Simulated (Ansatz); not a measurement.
# InSe: pressure against volume, fitted

```
CELL_PARAMETERS angstrom
5.86790 -2.05500 0.00000
5.86790 2.05500 0.00000
-1.59942 0.00000 4.32366
ATOMIC_POSITIONS crystal
In 0.88400 0.88400 0.00500
In 0.11600 0.11600 0.99500
Se 0.66000 0.66000 0.64200
Se 0.34000 0.34000 0.35800
```

Atom numbers follow the list: In1, In2, Se3, Se4.

The cell is COD entry 1540841, as deposited and not checked against the literature; nothing was relaxed.

No spin–orbit coupling, which matters for the heavy atoms here.

Computed with DFT, PBEsol, all-electron LAPW, scalar-relativistic in Ansatz 0.2.0.

Numerical set-up: a Γ-centred 7×7×6 k mesh, Fermi–Dirac smearing of 0.02 eV, basis error target 0.5 meV/atom, no spin polarisation.

The cell is scaled evenly. Fractional coordinates are held (clamped ions).

| V (Å³/atom) | P (GPa) |
| --- | --- |
| 24.504 | 4.05 |
| 25.026 | 2.49 |
| 25.547 | 1.10 |
| 25.808 | 0.46 |
| 26.068 | -0.14 |
| 26.329 | -0.71 |
| 26.590 | -1.25 |
| 27.633 | -3.10 |

(1) Fit a third-order Birch–Murnaghan curve to the pressures.

(2) Predict the pressure at the withheld volume, 27.111 Å³/atom.

## Answers

(1) P = (3B0/2)(y^(7/2) − y^(5/2))[1 + (3/4)(B0′ − 4)(y − 1)] with y = (V0/V)^(2/3) fits within 0.01 GPa for V0 = 26.006 Å³/atom, B0 = 59.1 GPa and B0′ = 4.78.

(2) There y = 0.9726, so the fit gives -2.23 GPa; the run gave -2.23 GPa.
